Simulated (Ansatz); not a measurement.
# TiC (Fm-3m) in Ansatz: single point with PBE0

Aim: the single point of TiC with PBE0.

Everything below comes from runs of Ansatz 0.2.0. Logs are shortened: lines on timing, memory, paths and dates and some standing lists are left out, and cuts for length are marked.

## Step 1: The structure

The structure is cubic, space group Fm-3m (No. 225). The conventional cell has a = 4.331 Å, b = 4.331 Å, c = 4.331 Å, α = 90.00°, β = 90.00°, γ = 90.00°. Ti (site symmetry m-3m) is surrounded by 6 C at 2.17 Å. C (site symmetry m-3m) is surrounded by 6 Ti at 2.17 Å.

The cell is a database's computed one.

## Step 2: Single point, PBE0

The input, input:

```
crystal:
  lattice:
    - [0.0, 2.1657188437, 2.1657188437]
    - [2.1657188437, 0.0, 2.1657188437]
    - [2.1657188437, 2.1657188437, 0.0]
  atoms:
    - { symbol: Ti, position: [0.0, 0.0, 0.0] }
    - { symbol: C, position: [0.5, 0.5, 0.5] }
hamiltonian:
  xc: pbe0
  pseudopotentials: { kind: paw }
kpoints:
  mp_grid: { grid: [8, 8, 8] }
scf:
  occupations: { method: fermi_dirac, width: 0.05 }
output:
  forces: true
  stress: true
  eigenvalues: true
```

Potentials or basis: Ansatz PAW.

What it wrote:

```text
Warning: output.stress: scf.convergence.dr2_threshold = 1e-7 eV (the SCF's general default) is looser than the 2e-10 eV advised for a printed stress (1e-10 eV for each atom of the cell: 2). What an SCF threshold leaves in a stress goes as its square root, and in the free energy as the threshold itself, and one threshold admits the most on a small cell: of the crystals measured, under no hybrid functional and no lock of the moments, on runs that ended without the residual-converged pass, on stresses that held no estimate of that error, the worst erred by over 100 MPa in a component at 1e-7 eV an atom and by under 5 at 1e-10. Set scf.convergence.dr2_threshold to 2e-10 eV or tighter. The threshold is an SCF's pass mark: one that does not reach it within its budget of iterations ends unconverged, or closes short of it on a stop that the run arms, and scf.convergence.dr2_threshold's page says what that costs each kind of run
Warning: output.stress: scf.exx.energy_threshold = 1e-6 eV is looser than the 2e-8 eV advised for a stress under a hybrid functional (1e-8 eV for each atom of the cell: 2). Every SCF of the exchange loop can meet its threshold on dr2 while the loop round them stops early: no threshold on dr2 bounds what that leaves in the stress. Set scf.exx.energy_threshold to 2e-8 eV or tighter. The threshold is the loop's pass mark: a loop that does not reach it within its budget of cycles ends unconverged, and scf.exx.energy_threshold's page has the law
GPUs: using 1 of 1 available (devices: 1).
Engine: ansatz 0.2.0, x86_64-unknown-linux-gnu
Pseudopotentials: kind: paw
Pseudopotential: Ti, paw, valence charge 12, recommended cutoff 420 eV (normal), Ti.paw.azcp
Pseudopotential: C, paw, valence charge 4, recommended cutoff 420 eV (normal), C.paw.azcp
Functional definition: PBE0
  parameter a = 0.25
  parameter kappa = 0.804
  parameter beta = 0.06672455060314922
  exchange = (1 - a)*pbe_x(kappa = kappa, mu = beta*pi^2/3) + a*exact_x
  correlation = pbe_c(beta = beta)
device memory: the entry about to start is reckoned to put 0.4 GiB on a device that reports 55.7 GiB free (of which the cap on the GPU budget leaves the run 18.0 GiB)
GPU FFT provider: cuFFT
GPU libraries: cuBLAS 13.8.2, cuFFT 12.4.0, cuSOLVER 12.3.4
Crystal: 2 atoms, lattice volume = 20.316 Å³
Basis set: ecut = 420 eV, 411 PW (Γ), exchange–correlation on 48×48×48 points (8 copies of the dense FFT grid, shifted against one another)
Bands: 12, of which v1, the nominal top of the filled ones, is band 8 counted from 1 (7 counted from 0)
Symmetry: 48 space group operations
Space group: Fm-3m (ITA 225), of the structure as read, at distance tolerance 2.7e-5 Å
k-points: 29 of 512
Non-local potential: Ti, projectors of the file, l = 0: 3, l = 1: 2, l = 2: 3, l = 3: 1
Non-local potential: C, projectors of the file, l = 0: 2, l = 1: 2, l = 2: 1
PAW form: soft (Blöchl's): semilocal exchange-correlation on the pseudo side does not see the compensation charge
PAW frozen core: Ti, regenerated for the run's functional, and the local potential with it (the file was generated under x = pbe(κ = 0.804, μ = 0.2195149727645171), c = pbe(β = 0.06672455060314922))
PAW frozen core: C, regenerated for the run's functional, and the local potential with it (the file was generated under x = pbe(κ = 0.804, μ = 0.2195149727645171), c = pbe(β = 0.06672455060314922))
PAW one-centre angular grid: Ti, 590 points (default); XC on 64 Gauss nodes
PAW one-centre angular grid: C, 110 points (default); XC on 64 Gauss nodes
Initial density: superposition of atomic densities (neutral atoms: chi_scale 0, normalization atom), corrected by the library's trained network
Initial wavefunctions: pseudopotential atomic-orbital guess
GPU buffer pool allocated for 13824 grid points (all kernels)
GPU transforms: local potential and band sums: pruned to the plane-wave sphere, on 24×24×24
Functional: x = pbe(κ = 0.804, μ = 0.2195149727645171), c = pbe(β = 0.06672455060314922), warm-up for x = 0.75 pbe(κ = 0.804, μ = 0.2195149727645171) + 0.25 exact, c = pbe(β = 0.06672455060314922)
SCF iter   1: F=—  HF=-2752.272548 eV  |F-HF|=—  |Δ(HF+E_count)|=         —  Δρ=3.53e-3  dr2=1.36e-3  ethr=1.77e-3  ⟨swp⟩=4.6  Hψ=1303  notcnv=0
preconditioner: auto → none  [insulator: Δε(μ)=0.218 eV  Ē_g=7.870 eV  σ=0.050 eV  W_gap=0.57  n_scr=8 (ndim 8)  ℏωp=23.3 eV  f_vac=0.000  D(μ)=0.35/eV (n_scr^D=0)]
SCF iter   2: F=—  HF=-2752.272810 eV  |F-HF|=—  |Δ(HF+E_count)|=   2.62e-4  Δρ=1.77e-3  dr2=3.13e-4  ethr=8.47e-6  ⟨swp⟩=3.1  Hψ=782  notcnv=0
iter 3 solved again at ethr=2.86e-8 eV; its pass at ethr=1.96e-6 eV (dr2=4.57e-6 eV) is discarded
SCF iter   3: F=—  HF=-2752.272832 eV  |F-HF|=—  |Δ(HF+E_count)|=   2.24e-5  Δρ=1.60e-4  dr2=6.44e-6  ethr=2.86e-8  ⟨swp⟩=3.7  Hψ=1389  notcnv=0
eigensolver tolerance schedule calibrated: the retry pair's looser diagonalisation under-reported the residual by θ = 0.29 (0.16/decade); ethr = c·dr2/N_el runs at the constant in force after the calibration composes with the one it found (an armed cap, an earlier calibration), c = 4.0e-2
SCF iter   4: F=—  HF=-2752.272831 eV  |F-HF|=—  |Δ(HF+E_count)|=   1.11e-6  Δρ=4.38e-5  dr2=4.23e-7  ethr=1.62e-8  ⟨swp⟩=3.1  Hψ=662  notcnv=0
SCF iter   5: F=—  HF=-2752.272831 eV  |F-HF|=—  |Δ(HF+E_count)|=   1.00e-8  Δρ=1.91e-5  dr2=7.94e-8  ethr=1.06e-9  ⟨swp⟩=4.6  Hψ=795  notcnv=0
[... 23 lines left out ...]
hybrid outer 1: dexx = +1.743e-2 eV, tail = 1.08e-2 eV
GPU FFT provider: cuFFT
GPU libraries: cuBLAS 13.8.2, cuFFT 12.4.0, cuSOLVER 12.3.4
GPU buffer pool allocated for 13824 grid points (all kernels)
GPU transforms: local potential and band sums: pruned to the plane-wave sphere, on 24×24×24
Exchange kernel: α = 0.2500, full range, Wigner–Seitz truncation, v(0) = 16518.9685 eV·Å³, q-mesh 8×8×8, nearest image of the exchange supercell L = 24.50 Å, pair-density grid 12×12×12, without the augmentation charges, whose exchange is taken in its separable form by FFT convolution over the k-point mesh (sized by the pseudopotential files, 18×18×18 at the most), smooth part of the exact exchange by density-matrix convolution in up to 2.91 GiB of GPU memory as planned if the GPU has room (build and FFT work areas not counted)
Frozen-core exchange: fock
SCF iter   1: F=—  HF=-2752.175885 eV  |F-HF|=—  |Δ(HF+E_count)|=         —  Δρ=3.69e-3  dr2=4.00e-3  ethr=3.37e-4  ⟨swp⟩=2.2  Hψ=702  notcnv=0
preconditioner: auto → none  [insulator: Δε(μ)=0.658 eV  Ē_g=10.392 eV  σ=0.050 eV  W_gap=1.00  n_scr=8 (ndim 8)  ℏωp=23.3 eV  f_vac=0.000  D(μ)=0.00/eV (n_scr^D=0)]
SCF iter   2: F=—  HF=-2752.174913 eV  |F-HF|=—  |Δ(HF+E_count)|=   9.73e-4  Δρ=5.04e-4  dr2=2.35e-4  ethr=9.02e-6  ⟨swp⟩=3.6  Hψ=968  notcnv=0
SCF iter   3: F=—  HF=-2752.174903 eV  |F-HF|=—  |Δ(HF+E_count)|=   9.98e-6  Δρ=2.34e-4  dr2=1.78e-4  ethr=1.14e-7  ⟨swp⟩=3.8  Hψ=812  notcnv=0
SCF iter   4: F=-2752.175613 eV  HF=-2752.175681 eV  |F-HF|=6.82e-5  |Δ(HF+E_count)|=   7.78e-4  Δρ=5.67e-4  dr2=9.95e-5  ethr=3.84e-8  ⟨swp⟩=4.9  Hψ=1026  notcnv=0
SCF 3 stopped early in 4 iterations: F = -2752.175613 eV  dr2 = 9.95e-5
hybrid outer 2: dexx = +1.004e-3 eV, tail = 2.91e-4 eV, Δε = 2.75e-1 eV (about 5.11e-2 eV left of the loop's levels)
GPU FFT provider: cuFFT
GPU libraries: cuBLAS 13.8.2, cuFFT 12.4.0, cuSOLVER 12.3.4
GPU buffer pool allocated for 13824 grid points (all kernels)
GPU transforms: local potential and band sums: pruned to the plane-wave sphere, on 24×24×24
Exchange kernel: α = 0.2500, full range, Wigner–Seitz truncation, v(0) = 16518.9685 eV·Å³, q-mesh 8×8×8, nearest image of the exchange supercell L = 24.50 Å, pair-density grid 12×12×12, without the augmentation charges, whose exchange is taken in its separable form by FFT convolution over the k-point mesh (sized by the pseudopotential files, 18×18×18 at the most), smooth part of the exact exchange by density-matrix convolution in up to 2.91 GiB of GPU memory as planned if the GPU has room (build and FFT work areas not counted)
Frozen-core exchange: fock
SCF iter   1: F=—  HF=-2752.175630 eV  |F-HF|=—  |Δ(HF+E_count)|=         —  Δρ=4.52e-4  dr2=5.46e-5  ethr=6.57e-6  ⟨swp⟩=2.5  Hψ=712  notcnv=0
preconditioner: auto → none  [insulator: Δε(μ)=0.674 eV  Ē_g=10.354 eV  σ=0.050 eV  W_gap=1.00  n_scr=8 (ndim 8)  ℏωp=23.3 eV  f_vac=0.000  D(μ)=0.00/eV (n_scr^D=0)]
SCF iter   2: F=—  HF=-2752.175619 eV  |F-HF|=—  |Δ(HF+E_count)|=   1.11e-5  Δρ=1.31e-4  dr2=9.56e-6  ethr=1.29e-7  ⟨swp⟩=3.7  Hψ=714  notcnv=0
SCF iter   3: F=—  HF=-2752.175618 eV  |F-HF|=—  |Δ(HF+E_count)|=   1.07e-6  Δρ=2.82e-5  dr2=5.05e-6  ethr=1.04e-8  ⟨swp⟩=3.3  Hψ=690  notcnv=0
SCF iter   4: F=—  HF=-2752.175716 eV  |F-HF|=—  |Δ(HF+E_count)|=   9.76e-5  Δρ=1.62e-4  dr2=6.92e-6  ethr=5.11e-10  ⟨swp⟩=5.1  Hψ=1362  notcnv=0
SCF iter   5: F=—  HF=-2752.175714 eV  |F-HF|=—  |Δ(HF+E_count)|=   1.68e-6  Δρ=8.99e-6  dr2=4.93e-8  ethr=5.11e-10  ⟨swp⟩=4.8  Hψ=1169  notcnv=0
SCF iter   6: F=—  HF=-2752.175714 eV  |F-HF|=—  |Δ(HF+E_count)|=   5.30e-9  Δρ=2.77e-7  dr2=2.70e-8  ethr=4.82e-11  ⟨swp⟩=4.0  Hψ=806  notcnv=0
SCF iter   7: F=—  HF=-2752.175714 eV  |F-HF|=—  |Δ(HF+E_count)|=   2.71e-7  Δρ=1.23e-5  dr2=3.84e-8  ethr=1.00e-12  ⟨swp⟩=5.6  Hψ=1105  notcnv=0
SCF iter   8: F=-2752.175714 eV  HF=-2752.175714 eV  |F-HF|=1.64e-10  |Δ(HF+E_count)|=   9.05e-9  Δρ=9.39e-7  dr2=1.30e-9  ethr=1.00e-12  ⟨swp⟩=5.0  Hψ=996  notcnv=0
SCF 4 converged in 8 iterations: F = -2752.175714 eV  dr2 = 1.30e-9
  Residual-converged pass: ⟨swp⟩=2.0  Hψ=415  notcnv=0  max |occ|·‖R‖ = 2.4e-6 eV (tolerance 2.4e-6 eV)  dr2=1.30e-9  dr2_onsite=3.16e-11  max |Δocc| = 7.4e-16
hybrid outer 3: dexx = +7.405e-6 eV, tail = 1.99e-8 eV, Δε = 1.18e-2 eV (about 2.12e-4 eV left of the loop's levels)
hybrid SCF converged: 3 outer / 18 inner (+7 warm-up), last move |dexx| = 7.40e-6 eV, tail = 1.99e-8 eV
Stability not checked: this state was not tested for a lower state beside it, because the functional holds exact exchange (a hybrid, or Hartree-Fock), whose exchange loop this test does not read (fock_operator; see scf.lower_state_search)
Free energy (F): -2752.175714 eV
Frozen-core exchange: fock
Harris-Foulkes:  -2752.175714 eV  (|F-HF|=1.64e-10)
Internal energy: -2752.175679 eV  (E = F + TS)
E sigma→0 (E₀):  -2752.175697 eV
Entropy (-TS):   -0.000036 eV (-0.018 meV/atom)
Fermi energy:    14.535440 eV
--- Per-component energies (eV) ---
  E_band       = -153.861177
  E_kinetic    = 361.875686
  E_local      = -765.964189  (includes V_loc(G=0)·N_el)
  E_nonlocal   = 28.449664
  E_hartree    = 308.618050
  E_xc         = -114.508617
  E_vxc        = -142.846732  (∫ρ·V_xc dr)
  E_exx        = -55.093830  (= α·E_x^exact, valence–valence)
  E_paw        = -1122.103944  (= ΣΔE_a)
  E_vpaw       = -142.423971  (= ΣTr[D̂ρ^β])
  E_aug_tail   = 0.000148  (compensation charges beyond the density's cutoff)
  E_ewald      = -1393.263931
  E_core_change = -0.184715  (= ΣΔE_core)
  E_smearing   = -0.000036  (= −TS)
  E_closure    = -0.000000  (closes the sum)
  Σ components = -2752.175714   (vs F -2752.175714, Δ=4.55e-13)
--- Forces (eV/Å), atoms counted from 1 ---
  atom   1  Ti    -0.00000000    -0.00000000     0.00000000
  atom   2  C      0.00000000    -0.00000000    -0.00000000
  max |Σ_I F_I| component: 4.63e-29 eV/Å
--- Stress (GPa, compression-positive) ---
       -5.110344       0.000000       0.000000
       -0.000000      -5.110344       0.000000
       -0.000000       0.000000      -5.110344
  P = ⅓ Tr σ = -5.1103 GPa (-51.103 kbar)
--- Band table (eV; the first three rows and the last of 29) ---
  k-point 0: bands = ["-47.1856", "-21.5598", "-21.5598", "-21.5598", "-0.0348", "16.2664", "16.2664", "16.2664", "16.7197", "16.7197", "16.7197", "16.9322"]
  k-point 1: bands = ["-47.1742", "-21.6426", "-21.5669", "-21.5669", "0.3512", "13.7849", "14.0417", "14.0417", "16.7089", "16.7089", "17.8621", "19.4102"]
  k-point 2: bands = ["-47.1464", "-21.8387", "-21.5842", "-21.5842", "1.4208", "11.0203", "12.1825", "12.1825", "17.5551", "17.5551", "18.6373", "21.8406"]
  k-point 28: bands = ["-47.0800", "-21.8970", "-21.8970", "-21.7501", "3.1806", "10.4104", "10.4104", "10.9384", "18.6884", "18.6884", "19.6782", "21.0176"]
```

It took 27 s on 1 × NVIDIA H100 80GB HBM3 with 2 threads of AMD EPYC 7R13 (Zen 3), shared host; peak memory 2 GiB.

Results:

| Item | Value |
| --- | --- |
| Free energy | -2752.1757 eV |
| Pressure | -5.1 GPa |
| Band gap on the k mesh | none (metal or under the smearing width) |

Caveat: the PAW data sets come from PBE, with cores solved anew for the run's functional, which leaves a small shift of forces and pressure; the thresholds are loose for stress.
